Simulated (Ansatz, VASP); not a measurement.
## One calculation of PbO2, two programs

```xyz
3
Lattice="0.0000 2.6468 2.6468 2.6468 0.0000 2.6468 2.6468 2.6468 0.0000" Properties=species:S:1:pos:R:3 pbc="T T T"
Pb    0.0000    0.0000    0.0000
O     3.9703    3.9703    3.9703
O     1.3234    1.3234    1.3234
```

Change from the starting cell: volume scaled by 0.94.

Alike in both runs: task single point; functional PBEsol; k mesh 9 × 9 × 9; occupations fermi-dirac, width 0.05 eV; no spin polarisation.

|  | VASP | Ansatz |
| --- | --- | --- |
| version | VASP 6.6.1 | Ansatz 0.2.0 |
| potentials or method | VASP PAW PBE potentials, release 64 (Pb_d, O) | Ansatz PAW |
| plane-wave cutoff (eV) | 520 | 420 |
| valence electrons in the cell | 26 | 26 |

VASP gave:

```
gap on the k mesh at the Fermi level (eV) : none
pressure (GPa)                            : 3.7
```

Question: Which values does Ansatz return?

Answer: gap on the k mesh at the Fermi level (eV): none; pressure (GPa): 3.4.

A gap of «none» marks a metal or a gap that the smearing closes.

Caveats: the PAW data sets were made with another functional, which shifts forces and pressure a little (VASP); the pressure holds a Pulay correction of +0.7 GPa for the finite cutoff (Ansatz); the PAW data sets come from PBE, with cores solved anew for the run's functional, which leaves a small shift of forces and pressure (Ansatz). The runs have no spin-orbit coupling, so splittings on Pb are missing.
